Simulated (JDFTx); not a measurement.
Crystal: BaH2.

```
Ba H
1.0
     4.46203    0.00000    0.00000
    -2.23101    3.86423    0.00000
     0.00000    0.00000    6.05529
Ba H
2 4
Direct
  0.33333 0.66667 0.25000
  0.66667 0.33333 0.75000
  0.00000 0.00000 0.00000
  0.00000 0.00000 0.50000
  0.66667 0.33333 0.25000
  0.33333 0.66667 0.75000
```

The cell comes from a database or a generator and needn't be the stable form of this composition.

```yaml
Program: JDFTx 1.7.0 (patched build)
Task: single point
Functional: PBEsol
Potentials_or_basis: PseudoDojo-SR-PBEsol-0.4.1-standard with smoothed tails
Cutoff: 980 eV
Density_cutoff: 7837 eV
k_mesh: 7 × 7 × 5
Occupations: fermi-dirac, width 0.05 eV
Spin: no spin polarisation
```

On this cell: pressure -2.0 GPa; largest force under 0.003 eV/Å; band gap on the k mesh 1.70 eV, indirect (least direct gap 2.56 eV).

The same run follows on a disturbed copy (atoms moved at random, drawn with an rms of 0.05 Å):

```
Ba H
1.0
     4.46203    0.00000    0.00000
    -2.23101    3.86423    0.00000
     0.00000    0.00000    6.05529
Ba H
2 4
Direct
  0.33096 0.66817 0.25348
  0.66834 0.33550 0.75552
  0.99525 0.99406 0.99873
  0.99374 0.99517 0.49997
  0.66771 0.33421 0.25824
  0.32475 0.64893 0.74858
```

Problem. What does the disturbed cell give?

Solution. The energy moves by +1.7 meV/atom; pressure -2.0 GPa; largest force 0.199 eV/Å; band gap on the k mesh 1.69 eV, indirect (least direct gap 2.56 eV).

Forces on the atoms (eV/Å):
```
Ba   0.052 -0.025  0.045
Ba  -0.019 -0.160 -0.099
H    0.006  0.001  0.039
H    0.012 -0.003  0.024
H   -0.044 -0.012 -0.026
H   -0.008  0.199  0.016
```

Stress tensor (GPa, compression positive):
```
-1.78  0.13  0.00
 0.13 -2.23  0.00
 0.00  0.00 -2.00
```

Caveats: this release of the barium file is off; the empty levels aren't tightly converged; spin-orbit coupling is left out, which moves the levels of the heavy elements; an odd mesh through Γ misses points on the zone boundary, where band edges often lie.
